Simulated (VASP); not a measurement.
# Li7S (Fm-3m) in VASP: a series of runs

The runs below take Li7S through single point, relaxation of cell and atoms, with PBE.

Program: VASP 6.6.1. These are calculated values, not measurements. Logs are shortened: lines on timing, memory, paths and dates and some standing lists are left out, and cuts for length are marked.

## (1) The cell of the first run

It takes space group Fm-3m (No. 225, cubic). The conventional cell has a = 8.195 Å, b = 8.195 Å, c = 8.195 Å, α = 90.00°, β = 90.00°, γ = 90.00°. Around Li (site symmetry m-3m) lie 12 Li at 2.90 Å. Li (site symmetry mmm) is surrounded by 10 Li at 2.90 Å and 2 S at 2.90 Å. Around S (site symmetry m-3m) lie 12 Li at 2.90 Å.

The cell was built by a generator and needn't be a form met in nature.

## (2) Single point, PBE (species swapped into the Mg7Sc type (Fm-3m, No. 225))

INCAR reads:

```
SYSTEM = Li7S
PREC = Accurate
ENCUT = 520
EDIFF = 1E-6
ISMEAR = 0
SIGMA = 0.1
LREAL = .False.
LASPH = .True.
NELM = 100
ALGO = Normal
ISIF = 2
LWAVE = .False.
LCHARG = .True.
GGA = PE
LELF = .True.
LVHAR = .True.
NBANDS = 24
```

KPOINTS reads:

```
Automatic mesh
0
Gamma
  8 8 8
  0 0 0
```

POSCAR reads:

```
Li7S
1.0
    0.0000000000      4.0975124078      4.0975124078
    4.0975124078      0.0000000000      4.0975124078
    4.0975124078      4.0975124078      0.0000000000
Li S
7 1
Direct
    0.5000000000      0.5000000000      0.5000000000
    0.0000000000      0.0000000000      0.5000000000
    0.5000000000      0.0000000000      0.5000000000
    0.0000000000      0.5000000000      0.5000000000
    0.5000000000      0.5000000000      0.0000000000
    0.0000000000      0.5000000000      0.0000000000
    0.5000000000      0.0000000000      0.0000000000
    0.0000000000      0.0000000000      0.0000000000
```

Potentials or basis: VASP PAW PBE potentials, release 64 (Li_sv, S).

On the command line:

```
> cat potpaw_PBE.64/Li_sv/POTCAR potpaw_PBE.64/S/POTCAR > POTCAR
> mpirun -np 1 vasp_std > vasp.out
```

OUTCAR:

```text
SYSTEM = Li7S
   PREC = Accurate
   ENCUT = 520
   EDIFF = 1E-6
   ISMEAR = 0
   LREAL = .False.
   LASPH = .True.
   NELM = 100
   ISIF = 2
   GGA = PE

 ion  position               nearest neighbor table
   1  0.500  0.500  0.500-
   2  0.000  0.000  0.500-
   3  0.500  0.000  0.500-
   4  0.000  0.500  0.500-
   5  0.500  0.500  0.000-
   6  0.000  0.500  0.000-
   7  0.500  0.000  0.000-
   8  0.000  0.000  0.000-

  LATTYP: Found a face centered cubic cell.
 ALAT       =     8.1950248156

  Lattice vectors:

 A1 = (   0.0000000000,   4.0975124078,   4.0975124078)
 A2 = (   4.0975124078,   0.0000000000,   4.0975124078)
 A3 = (   4.0975124078,   4.0975124078,   0.0000000000)

Analysis of symmetry for initial positions (statically):
=====================================================================
 Subroutine PRICEL returns:
 Original cell was already a primitive cell.

 Routine SETGRP: Setting up the symmetry group for a
 face centered cubic supercell.

 Subroutine GETGRP returns: Found 48 space group operations
 (whereof 48 operations were pure point group operations)
 out of a pool of 48 trial point group operations.

The static configuration has the point symmetry O_h .

Analysis of symmetry for dynamics (positions and initial velocities):
=====================================================================
 Subroutine PRICEL returns:
 Original cell was already a primitive cell.

 Routine SETGRP: Setting up the symmetry group for a
 face centered cubic supercell.

 Subroutine GETGRP returns: Found 48 space group operations
 (whereof 48 operations were pure point group operations)
 out of a pool of 48 trial point group operations.

The dynamic configuration has the point symmetry O_h .

 Subroutine INISYM returns: Found 48 space group operations
 (whereof 48 operations are pure point group operations),
 and found     1 'primitive' translations

----------------------------------------------------------------------------------------

                                     Primitive cell

  volume of cell :     137.5913

  direct lattice vectors                    reciprocal lattice vectors
     0.000000000  4.097512408  4.097512408    -0.122025256  0.122025256  0.122025256
     4.097512408  0.000000000  4.097512408     0.122025256 -0.122025256  0.122025256
     4.097512408  4.097512408  0.000000000     0.122025256  0.122025256 -0.122025256

  length of vectors
     5.794757619  5.794757619  5.794757619     0.211353943  0.211353943  0.211353943

  position of ions in fractional coordinates (direct lattice)
     0.500000000  0.500000000  0.500000000
     0.000000000  0.000000000  0.500000000
     0.500000000  0.000000000  0.500000000
     0.000000000  0.500000000  0.500000000
     0.500000000  0.500000000  0.000000000
     0.000000000  0.500000000  0.000000000
     0.500000000  0.000000000  0.000000000
     0.000000000  0.000000000  0.000000000

  ion indices of the primitive-cell ions
   primitive index   ion index
                 1           1
                 2           2
                 3           3
                 4           4
                 5           5
                 6           6
                 7           7
                 8           8

----------------------------------------------------------------------------------------

 KPOINTS: Automatic mesh

Automatic generation of k-mesh.
 Grid dimensions read from file:
 generate k-points for:    8    8    8

 Generating k-lattice:

  Cartesian coordinates                     Fractional coordinates (reciprocal lattice)
    -0.015253157  0.015253157  0.015253157     0.125000000  0.000000000  0.000000000
     0.015253157 -0.015253157  0.015253157     0.000000000  0.125000000  0.000000000
     0.015253157  0.015253157 -0.015253157     0.000000000  0.000000000  0.125000000

  Length of vectors
     0.026419243  0.026419243  0.026419243

  Shift w.r.t. Gamma in fractional coordinates (k-lattice)
     0.000000000  0.000000000  0.000000000

 Subroutine IBZKPT returns following result:
 ===========================================

 Found     29 irreducible k-points:

 Following reciprocal coordinates:
            Coordinates               Weight
  0.000000  0.000000  0.000000      1.000000
  0.125000  0.000000  0.000000      8.000000
  0.250000  0.000000  0.000000      8.000000
  0.375000  0.000000  0.000000      8.000000
  0.500000  0.000000  0.000000      4.000000
  0.125000  0.125000  0.000000      6.000000
[... 16 lines left out ...]
  0.500000  0.250000  0.125000     48.000000
 -0.375000  0.250000  0.125000     24.000000
 [... further k-points ...]
   k-points           NKPTS =     29   k-points in BZ     NKDIM =     29   number of bands    NBANDS=     24
   number of dos      NEDOS =    301   number of ions     NIONS =      8
   total plane-waves  NPLWV = 110592
   dimension x,y,z NGX =    48 NGY =   48 NGZ =   48
   dimension x,y,z NGXF=    96 NGYF=   96 NGZF=   96
   ions per type =               7   1
   NGX,Y,Z   is equivalent  to a cutoff of  13.77, 13.77, 13.77 a.u.
   NGXF,Y,Z  is equivalent  to a cutoff of  27.54, 27.54, 27.54 a.u.
 SYSTEM =  Li7S
   PREC   = accura    normal or accurate (medium, high low for compatibility)
   ISTART =      0    job   : 0-new  1-cont  2-samecut
   ICHARG =      2    charge: 1-file 2-atom 10-const
   ISPIN  =      1    spin polarized calculation?
   LNONCOLLINEAR =      F non collinear calculations
   LSORBIT =      F    spin-orbit coupling
   LASPH  =      T    aspherical Exc in radial PAW
   ENCUT  =  520.0 eV  38.22 Ry    6.18 a.u.  10.77 10.77 10.77*2*pi/ulx,y,z
   NELM   =    100;   NELMIN=  2; NELMDL= -5     # of ELM steps
   EDIFF  = 0.1E-05   stopping-criterion for ELM
   LREAL  =      F    real-space projection
   EDIFFG = 0.1E-04   stopping-criterion for IOM
   NSW    =      0    number of steps for IOM
   IBRION =     -1    ionic relax: 0-MD 1-quasi-New 2-CG
   NFREE  =      0    steps in history (QN), initial steepest desc. (CG)
   ISIF   =      2    stress and relaxation
   ISYM   =      2    0-nonsym 1-usesym 2-fastsym
   POTIM  = 0.5000    time-step for ionic-motion
   TEBEG  =    0.0;   TEEND  =   0.0 temperature during run
   PSTRESS=    0.0 pullay stress
   NELECT =      27.0000    total number of electrons
   NUPDOWN=      -1.0000    fix difference up-down
   EMIN   =  10.00;   EMAX   =-10.00  energy-range for DOS
   EFERMI =   0.00;   METHOD = LEGACY
   ISMEAR =     0;   SIGMA  =   0.10  broadening in eV -4-tet -1-fermi 0-gaus
   EFERMI_NEDOS =   21; number of points for ismear=-14 and -15
   IALGO  =     38    algorithm
   IMIX   =      4    mixing-type and parameters
     AMIX     =   0.40;   BMIX     =  1.00
     AMIX_MAG =   1.60;   BMIX_MAG =  1.00
  volume/ion in A,a.u.               =      17.20       116.06
  Fermi-wavevector in a.u.,A,eV,Ry     =   0.951333  1.797758 12.313737  0.905034
  Thomas-Fermi vector in A             =   2.079793
   LORBIT       =      0    0 simple, 1 ext, 2 COOP (PROOUT), +10 PAW based schemes
   GGA     = PE    functional components
   LHFCALC =     F    Hartree Fock is set to
   AEXX    =    0.0000 exact exchange contribution
   IVDW    =     0    specifies the selected vdW correction
   LEPSILON=     F    determine dielectric tensor
   LRPA    =     F    only Hartree local field effects (RPA)
 non-spin polarized calculation
 Gauss-broadening in eV      SIGMA  =   0.10
  energy-cutoff  :      520.00
  volume of cell :      137.59
 maximum number of plane-waves:      3727
 NGX is ok and might be reduce to    48
   NGX = 21   NGY = 21   NGZ = 21

 number of electron      27.0000022 magnetization

 Free energy of the ion-electron system (eV)
  ---------------------------------------------------
  ext. energy  EPLUGINS =         0.00000000
  ---------------------------------------------------
  free energy    TOTEN  =       -19.27712207 eV

  energy without entropy =      -19.25447300  energy(sigma->0) =      -19.26579754

 E-fermi :   1.8188     XC(G=0):  -7.8116

 val. band max:        1.8165863863   @ k =  -0.3750   0.3750   0.1250
 cond. band min:       1.8400743567   @ k =  -0.3750   0.2500   0.0000
 fundamental gap:      0.0234879704
 Fermi energy:         1.8188011156

 k-point     1 :       0.0000    0.0000    0.0000
  band No.  band energies     occupation
      1     -44.7294      2.00000
      2     -44.5875      2.00000
      3     -44.5662      2.00000
      4     -44.5662      2.00000
      5     -44.5662      2.00000
      6     -44.5556      2.00000
[... 16 lines left out ...]
     23       7.5320      0.00000
     24       7.5320      0.00000

 k-point     2 :       0.1250    0.0000    0.0000
  band No.  band energies     occupation
      1     -44.7293      2.00000
      2     -44.5868      2.00000
      3     -44.5671      2.00000
      4     -44.5658      2.00000
      5     -44.5658      2.00000
      6     -44.5559      2.00000
[... 16 lines left out ...]
     23       7.1703      0.00000
     24       7.4926      0.00000

 k-point     3 :       0.2500    0.0000    0.0000
  band No.  band energies     occupation
      1     -44.7290      2.00000
      2     -44.5846      2.00000
      3     -44.5695      2.00000
      4     -44.5646      2.00000
      5     -44.5646      2.00000
      6     -44.5571      2.00000
[... 16 lines left out ...]
     23       7.2904      0.00000
     24       7.2904      0.00000
[... 514 lines left out ...]
 k-point    23 :       0.5000    0.2500    0.1250
  band No.  band energies     occupation
      1     -44.7286      2.00000
      2     -44.5797      2.00000
      3     -44.5722      2.00000
      4     -44.5656      2.00000
      5     -44.5619      2.00000
      6     -44.5612      2.00000
[... 16 lines left out ...]
     23       8.0713      0.00000
     24       8.3341      0.00000

 k-point    24 :      -0.3750    0.2500    0.1250
  band No.  band energies     occupation
      1     -44.7286      2.00000
      2     -44.5762      2.00000
      3     -44.5758      2.00000
      4     -44.5640      2.00000
      5     -44.5639      2.00000
      6     -44.5591      2.00000
[... 16 lines left out ...]
     23       7.8577      0.00000
     24       9.0062      0.00000

 [... further k-points ...]

------------------------ aborting loop because EDIFF is reached ----------------------------------------

  FORCE on cell =-STRESS in cart. coord.  units (eV):
  Direction    XX          YY          ZZ          XY          YZ          ZX
  --------------------------------------------------------------------------------------
  -------------------------------------------------------------------------------------
  Total       -0.0672850     -0.0672850     -0.0672850     -0.0000000     -0.0000000      0.0000000
  in kB       -0.7834977     -0.7834977     -0.7834977     -0.0000000     -0.0000000      0.0000000
  external PRESSURE =      -0.7834977 kB  Pullay stress =       0.0000000 kB

 VOLUME and BASIS-vectors are now :
 -----------------------------------------------------------------------------
  energy-cutoff  :      520.00
  volume of cell :      137.59
      direct lattice vectors                 reciprocal lattice vectors
     0.000000000  4.097512408  4.097512408    -0.122025256  0.122025256  0.122025256
     4.097512408  0.000000000  4.097512408     0.122025256 -0.122025256  0.122025256
     4.097512408  4.097512408  0.000000000     0.122025256  0.122025256 -0.122025256

 POSITION                                       TOTAL-FORCE (eV/Angst)
 -----------------------------------------------------------------------------------
      4.09751      4.09751      4.09751         0.000000      0.000000      0.000000
      2.04876      2.04876      0.00000         0.000000      0.000000     -0.000000
      2.04876      4.09751      2.04876        -0.000000     -0.000000     -0.000000
      4.09751      2.04876      2.04876        -0.000000     -0.000000     -0.000000
      2.04876      2.04876      4.09751        -0.000000      0.000000      0.000000
      2.04876      0.00000      2.04876         0.000000      0.000000      0.000000
      0.00000      2.04876      2.04876         0.000000     -0.000000      0.000000
      0.00000      0.00000      0.00000         0.000000      0.000000      0.000000
 -----------------------------------------------------------------------------------
    total drift:                                0.000000      0.000000      0.000000

  FREE ENERGIE OF THE ION-ELECTRON SYSTEM (eV)
  ---------------------------------------------------
  free  energy   TOTEN  =       -19.2771220749 eV

  energy  without entropy=      -19.2544730049  energy(sigma->0) =      -19.26579754
```

It took 45 s on 1 thread of Intel Xeon 6975P-C (Granite Rapids), shared host; peak memory 0.34 GiB.

What came out:

| Item | Value |
| --- | --- |
| Free energy | -19.2771 eV |
| Band gap on the k mesh | none (metal or under the smearing width) |

Caveat: the cutoff is under 1.25 times the usual one of these potentials, so pressure, stress and relaxed cells hold a basis-set (Pulay) error.

## (3) Relaxation of cell and atoms, PBE (species swapped into the Mg7Sc type (Fm-3m, No. 225))

INCAR reads:

```
SYSTEM = Li7S
PREC     = Accurate       ! precision mode
ENCUT    = 600            ! plane-wave cutoff, eV
EDIFF    = 1E-6           ! SCF threshold, eV
ISMEAR   = 0              ! smearing method
SIGMA    = 0.1            ! smearing width, eV
LREAL    = .False.        ! projectors in reciprocal space
LASPH    = .True.         ! aspherical terms in the spheres
NELM     = 100            ! most SCF steps
ALGO     = Fast           ! electronic algorithm
ISIF     = 3              ! what is computed and relaxed
LWAVE    = .False.        ! write WAVECAR
LCHARG   = .False.        ! write CHGCAR
GGA      = PE             ! functional
IBRION   = 2              ! ionic algorithm
NSW      = 100            ! ionic steps
EDIFFG   = -0.01          ! ionic threshold
```

KPOINTS is that of step 2.

POSCAR: that of step 2 with these lines changed.

```diff
@@ -2,5 +2,5 @@
 1.0
-    0.0000000000      4.0975124078      4.0975124078
-    4.0975124078      0.0000000000      4.0975124078
-    4.0975124078      4.0975124078      0.0000000000
+    0.0000000000      4.0856205100      4.0856205100
+    4.0856205100      0.0000000000      4.0856205100
+    4.0856205100      4.0856205100      0.0000000000
 Li S
```

Potentials or basis: VASP PAW PBE potentials, release 64 (Li_sv, S).

On the command line:

```
> cat potpaw_PBE.64/Li_sv/POTCAR potpaw_PBE.64/S/POTCAR > POTCAR
> mpirun -np 1 vasp_std > vasp.out
```

It took 68 s on 1 thread of Intel Xeon 6975P-C (Granite Rapids), shared host; peak memory 0.34 GiB.

It converged, with:

- Free energy: -19.2747 eV
- Pressure after relaxing: 0.0 GPa
- Band gap on the k mesh: none (metal or under the smearing width)

Final structure:
```cif
data_structure
_symmetry_space_group_name_H-M 'P 1'
_symmetry_Int_Tables_number 1
_cell_length_a 5.7779
_cell_length_b 5.7779
_cell_length_c 5.7779
_cell_angle_alpha 60.000
_cell_angle_beta 60.000
_cell_angle_gamma 60.000
_cell_volume 136.40
loop_
_atom_site_label
_atom_site_type_symbol
_atom_site_fract_x
_atom_site_fract_y
_atom_site_fract_z
_atom_site_occupancy
Li1 Li 0.50000 0.50000 0.50000 1
Li2 Li 0.00000 0.00000 0.50000 1
Li3 Li 0.50000 0.00000 0.50000 1
Li4 Li 0.00000 0.50000 0.50000 1
Li5 Li 0.50000 0.50000 0.00000 1
Li6 Li 0.00000 0.50000 0.00000 1
Li7 Li 0.50000 0.00000 0.00000 1
S1 S 0.00000 0.00000 0.00000 1
```

Levels at points of the mesh, in eV from the Fermi level:
```csv
k point,band 9,band 10,band 11,band 12,band 13,band 14,band 15,band 16,band 17,band 18
"(0.00, 0.00, 0.00)",-3.26,-3.26,-3.26,-2.55,-0.03,0.81,0.81,0.81,3.31,3.45
"(0.50, 0.00, 0.00)",-3.95,-3.18,-3.18,-1.34,-0.24,0.37,0.37,0.70,2.11,4.47
"(0.50, 0.50, 0.00)",-3.77,-3.31,-3.31,-1.69,-0.58,0.41,1.42,1.42,2.51,3.67
```

Caveat: the cutoff is under 1.25 times the usual one of these potentials, so pressure, stress and relaxed cells hold a basis-set (Pulay) error; the relaxation stopped at its first step, so nothing moved.

## (4) Single point, PBE (species swapped into the Mg7Sc type (Fm-3m, No. 225))

INCAR reads:

```
SYSTEM = Li7S
  ALGO = Normal
  EDIFF = 1E-7
  ENCUT = 520
  GGA = PE
  ISIF = 2
  ISMEAR = 0
  LASPH = .True.
  LCHARG = .False.
  LREAL = .False.
  LWAVE = .False.
  NBANDS = 24
  NELM = 100
  PREC = Accurate
  SIGMA = 0.1
```

KPOINTS reads:

```
k-points
0
Gamma
  4 4 4
  0 0 0
```

POSCAR is that of step 3.

On the command line:

```
> cat potpaw_PBE.64/Li_sv/POTCAR potpaw_PBE.64/S/POTCAR > POTCAR
> mpirun -np 1 vasp_std > vasp.out
```

Run time: 18 s. Hardware: 1 thread of Intel Xeon 6975P-C (Granite Rapids), shared host; peak memory 0.31 GiB.

Results (log left out):

```
Free energy            : -19.2699 eV
Band gap on the k mesh : none (metal or under the smearing width)
```

Levels at points of the mesh, in eV from the Fermi level:
| k point | band 11 | band 12 | band 13 | band 14 | band 15 | band 16 |
| --- | --- | --- | --- | --- | --- | --- |
| (0.00, 0.00, 0.00) | -3.22 | -2.55 | -0.03 | 0.80 | 0.80 | 0.80 |
| (0.50, 0.00, 0.00) | -3.14 | -1.33 | -0.23 | 0.36 | 0.36 | 0.70 |
| (0.50, 0.50, 0.00) | -3.27 | -1.70 | -0.58 | 0.43 | 1.42 | 1.42 |

Caveat: the cutoff is under 1.25 times the usual one of these potentials, so pressure, stress and relaxed cells hold a basis-set (Pulay) error.

## (5) The runs side by side

```tsv
task	cell	k mesh	cutoff (eV)	gap on the mesh (eV)
single point	species swapped into the Mg7Sc type (Fm-3m, No. 225)	8 × 8 × 8	520	none
relaxation of cell and atoms	relaxed from: species swapped into the Mg7Sc type (Fm-3m, No. 225)	8 × 8 × 8	600	none
single point	species swapped into the Mg7Sc type (Fm-3m, No. 225)	4 × 4 × 4	520	none
```

Alike in all rows: level PBE; potentials or basis VASP PAW PBE potentials, release 64 (Li_sv, S); no spin polarisation; smearing gaussian 0.1 eV.

Caveats: the cutoff is under 1.25 times the usual one of these potentials, so pressure, stress and relaxed cells hold a basis-set (Pulay) error; the relaxation stopped at its first step, so nothing moved (some runs).

Total energies depend on the potentials used, so only differences within one code and one set of settings carry meaning.
